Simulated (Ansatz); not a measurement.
# SiC: vibrational free energy, entropy and heat capacity

The calculation used DFT PBE, scalar-relativistic, plane waves, PAW in Ansatz. Settings: 420 eV plane-wave cutoff, Γ-centred 6×6×10 mesh, fixed occupations. No spin polarisation. Phonons by linear response, acoustic sum rule imposed.

Equilibrium structure at this level:
```cif
data_structure
_symmetry_space_group_name_H-M 'P4_2/mnm'
_symmetry_Int_Tables_number 136
_cell_length_a 5.3232
_cell_length_b 5.3232
_cell_length_c 3.0928
_cell_angle_alpha 90.000
_cell_angle_beta 90.000
_cell_angle_gamma 90.000
_cell_volume 87.64
loop_
_atom_site_label
_atom_site_type_symbol
_atom_site_symmetry_multiplicity
_atom_site_Wyckoff_symbol
_atom_site_fract_x
_atom_site_fract_y
_atom_site_fract_z
_atom_site_occupancy
Si1 Si 4 f 0.67560 0.67560 0.00000 1
C1 C 4 g 0.81543 0.81543 0.50000 1
```

It was reached by relaxing an invented guess, and it needn't be the stable form of this composition. The q mesh is coarse, so values between its points are rough.

Force constants from linear response on a 1×1×2 q mesh, interpolated to a fine mesh.

Phonon density of states, in bins of 20 cm⁻¹:
```json
{"bin centre (cm⁻¹)": "10", "share of modes (%)": "0.0"}
{"bin centre (cm⁻¹)": "30", "share of modes (%)": "0.0"}
{"bin centre (cm⁻¹)": "50", "share of modes (%)": "0.0"}
{"bin centre (cm⁻¹)": "70", "share of modes (%)": "0.1"}
{"bin centre (cm⁻¹)": "90", "share of modes (%)": "0.1"}
{"bin centre (cm⁻¹)": "110", "share of modes (%)": "0.2"}
{"bin centre (cm⁻¹)": "130", "share of modes (%)": "0.3"}
{"bin centre (cm⁻¹)": "150", "share of modes (%)": "0.5"}
{"bin centre (cm⁻¹)": "170", "share of modes (%)": "0.7"}
{"bin centre (cm⁻¹)": "190", "share of modes (%)": "1.0"}
{"bin centre (cm⁻¹)": "210", "share of modes (%)": "1.5"}
{"bin centre (cm⁻¹)": "230", "share of modes (%)": "1.8"}
{"bin centre (cm⁻¹)": "250", "share of modes (%)": "2.1"}
{"bin centre (cm⁻¹)": "270", "share of modes (%)": "2.6"}
{"bin centre (cm⁻¹)": "290", "share of modes (%)": "3.4"}
{"bin centre (cm⁻¹)": "310", "share of modes (%)": "2.4"}
{"bin centre (cm⁻¹)": "330", "share of modes (%)": "3.4"}
{"bin centre (cm⁻¹)": "350", "share of modes (%)": "4.1"}
{"bin centre (cm⁻¹)": "370", "share of modes (%)": "4.2"}
{"bin centre (cm⁻¹)": "390", "share of modes (%)": "3.4"}
{"bin centre (cm⁻¹)": "410", "share of modes (%)": "2.7"}
{"bin centre (cm⁻¹)": "430", "share of modes (%)": "2.1"}
{"bin centre (cm⁻¹)": "450", "share of modes (%)": "1.4"}
{"bin centre (cm⁻¹)": "470", "share of modes (%)": "1.3"}
{"bin centre (cm⁻¹)": "490", "share of modes (%)": "1.3"}
{"bin centre (cm⁻¹)": "510", "share of modes (%)": "2.9"}
{"bin centre (cm⁻¹)": "530", "share of modes (%)": "3.9"}
{"bin centre (cm⁻¹)": "550", "share of modes (%)": "1.8"}
{"bin centre (cm⁻¹)": "570", "share of modes (%)": "0.9"}
{"bin centre (cm⁻¹)": "590", "share of modes (%)": "1.1"}
{"bin centre (cm⁻¹)": "610", "share of modes (%)": "2.1"}
{"bin centre (cm⁻¹)": "630", "share of modes (%)": "4.1"}
{"bin centre (cm⁻¹)": "650", "share of modes (%)": "1.2"}
{"bin centre (cm⁻¹)": "670", "share of modes (%)": "1.6"}
{"bin centre (cm⁻¹)": "690", "share of modes (%)": "2.3"}
{"bin centre (cm⁻¹)": "710", "share of modes (%)": "2.2"}
{"bin centre (cm⁻¹)": "730", "share of modes (%)": "1.8"}
{"bin centre (cm⁻¹)": "750", "share of modes (%)": "0.0"}
{"bin centre (cm⁻¹)": "770", "share of modes (%)": "0.7"}
{"bin centre (cm⁻¹)": "790", "share of modes (%)": "8.1"}
{"bin centre (cm⁻¹)": "810", "share of modes (%)": "7.4"}
{"bin centre (cm⁻¹)": "830", "share of modes (%)": "3.6"}
{"bin centre (cm⁻¹)": "850", "share of modes (%)": "4.3"}
{"bin centre (cm⁻¹)": "870", "share of modes (%)": "2.5"}
{"bin centre (cm⁻¹)": "890", "share of modes (%)": "2.8"}
{"bin centre (cm⁻¹)": "910", "share of modes (%)": "2.0"}
{"bin centre (cm⁻¹)": "930", "share of modes (%)": "1.4"}
{"bin centre (cm⁻¹)": "950", "share of modes (%)": "0.4"}
{"bin centre (cm⁻¹)": "970", "share of modes (%)": "0.1"}
{"bin centre (cm⁻¹)": "990", "share of modes (%)": "0.0"}
```

Question: What is the zero-point energy per atom?

Answer: 106.5 meV.

Question: How large are the vibrational entropy and heat capacity at 300 K?

Answer: S = 1.10 k_B and C_V = 1.69 k_B per atom, 56 % of the Dulong–Petit value.

Question: Tabulate them against temperature.

Answer:
```csv
T (K),F_vib (meV/atom),S (k_B/atom),C_V (k_B/atom)
100,106.3,0.11,0.30
200,103.6,0.55,1.06
300,96.5,1.10,1.69
400,84.6,1.65,2.10
500,68.2,2.15,2.36
600,47.7,2.60,2.53
700,23.6,3.00,2.64
800,-3.8,3.35,2.72
900,-34.1,3.68,2.77
1000,-67.1,3.97,2.81
```
